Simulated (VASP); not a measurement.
Crystal: Ta.

```
Ta
1.0
    -1.71384    1.66380    1.60595
     1.69320   -1.68230    1.60382
     1.68622    1.65469   -1.62445
Ta
1
Direct
  0.00000 0.00000 0.00000
```

The cell isn't the ideal one: cell sheared at random, sigma 0.03, atoms nudged by 0.01 Å.

```yaml
Program: VASP 6.6.1
Task: relaxation of cell and atoms
Functional: r2SCAN
Potentials_or_basis: VASP PAW PBE potentials, release 64 (Ta_pv)
Cutoff: 600 eV
k_mesh: 8 × 8 × 8
Occupations: methfessel-paxton, width 0.1 eV
Spin: no spin polarisation
```

At the start: pressure -0.7 GPa; volume 18.00 Å³/atom.

Q: How do energy, volume and symmetry change on relaxing?

A: Over 20 steps the energy falls by 11.6 meV/atom and the volume is 17.87 Å³/atom (-0.7 %); space group Im-3m (No. 229, to 0.05 Å).

The path:
| step | energy change (eV) | largest force (eV/Å) | pressure (GPa) | volume (Å³) |
| --- | --- | --- | --- | --- |
| 1 | 0.0000 | 0.0000 | -0.67 | 18.00 |
| 2 | -0.0095 | 0.0000 | 0.88 | 17.79 |
| 3 | -0.0102 | 0.0000 | 2.04 | 17.70 |
| 4 | -0.0105 | 0.0000 | 1.56 | 17.73 |
| 5 | -0.0080 | 0.0000 | -3.18 | 18.15 |
| 6 | -0.0114 | 0.0000 | -0.11 | 17.87 |
| 7 | -0.0114 | 0.0000 | -0.15 | 17.88 |
| 8 | -0.0116 | 0.0000 | 0.02 | 17.86 |
| 9 | -0.0116 | 0.0000 | -0.01 | 17.87 |
| 10 | -0.0116 | 0.0000 | -0.01 | 17.87 |
| 11 | -0.0116 | 0.0000 | -0.03 | 17.87 |
| 12 | -0.0116 | 0.0000 | -0.03 | 17.87 |
| 13 | -0.0116 | 0.0000 | 0.06 | 17.86 |
| 14 | -0.0116 | 0.0000 | 0.08 | 17.86 |
| 15 | -0.0116 | 0.0000 | 0.02 | 17.86 |
| 16 | -0.0116 | 0.0000 | 0.02 | 17.86 |
| 17 | -0.0116 | 0.0000 | 0.02 | 17.86 |
| 18 | -0.0116 | 0.0000 | 0.04 | 17.86 |
| 19 | -0.0116 | 0.0000 | 0.04 | 17.86 |
| 20 | -0.0116 | 0.0000 | -0.04 | 17.87 |

Final structure:
```yaml
crystal:
  lattice:
    - [-1.64715, 1.64694, 1.64685]
    - [1.64696, -1.64711, 1.64680]
    - [1.64705, 1.64722, -1.64689]
  atoms:
    - { symbol: Ta, position: [0.00000, 0.00000, 0.00000] }
```

Caveat: the PAW data sets were made with another functional, which shifts forces and pressure a little.
